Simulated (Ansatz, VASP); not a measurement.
**AlNi: VASP beside Ansatz**

INCAR

```
SYSTEM = AlNi
  PREC = Accurate
  ENCUT = 520
  EDIFF = 1E-6
  ISMEAR = 0
  SIGMA = 0.15
  LREAL = .False.
  LASPH = .True.
  NELM = 100
  ALGO = Fast
  ISIF = 2
  LWAVE = .False.
  LCHARG = .True.
  GGA = PE
  LELF = .True.
  LVHAR = .True.
  NBANDS = 14
```

KPOINTS

```
Automatic mesh
0
Gamma
  16 16 16
  0 0 0
```

Contents of POSCAR:

```
AlNi
1.0
    2.7657600000      0.0000000000      0.0000000000
    0.0000000000      2.7657600000      0.0000000000
    0.0000000000      0.0000000000      2.7657600000
Al Ni
1 1
Direct
    0.0000000000      0.0000000000      0.0000000000
    0.5000000000      0.5000000000      0.5000000000
```

Input for Ansatz:

```yaml
crystal:
  lattice:
    - [2.76576, 0.0, 0.0]
    - [0.0, 2.76576, 0.0]
    - [0.0, 0.0, 2.76576]
  atoms:
    - { symbol: Al, position: [0.0, 0.0, 0.0] }
    - { symbol: Ni, position: [0.5, 0.5, 0.5] }
basis:
  ecutwfc: 420
kpoints:
  mp_grid: { grid: [16, 16, 16] }
hamiltonian:
  xc: pbe
scf:
  occupations: { method: gaussian, width: 0.15 }
output:
  forces: true
  stress: true
  eigenvalues: true
```

Change from the starting cell: strain -0.040 along x and y, -0.040 along z, atoms carried along.

Alike in both runs: task single point; functional PBE; k mesh 16 × 16 × 16; occupations gaussian, width 0.15 eV; no spin polarisation.

```csv
,VASP,Ansatz
version,VASP 6.6.1,Ansatz 0.2.0
potentials or method,"VASP PAW PBE potentials, release 64 (Al, Ni)","scalar-relativistic, plane waves, PAW"
plane-wave cutoff (eV),520,420
valence electrons in the cell,13,21
```

VASP gave:

* gap on the k mesh at the Fermi level (eV): none
* pressure (GPa): 28.9

Problem. What did Ansatz give for the same quantities?

Solution. gap on the k mesh at the Fermi level (eV): none; pressure (GPa): 28.8.

A gap of «none» marks a metal or a gap that the smearing closes. The two sets of potentials don't hold the same shells in valence.

Caveats: so large a pressure means that the cell lies far from this level's equilibrium, or that cutoff or potentials fall short (VASP). Spin polarisation is off, so any magnetic state and its effect on volume and gap are missing.
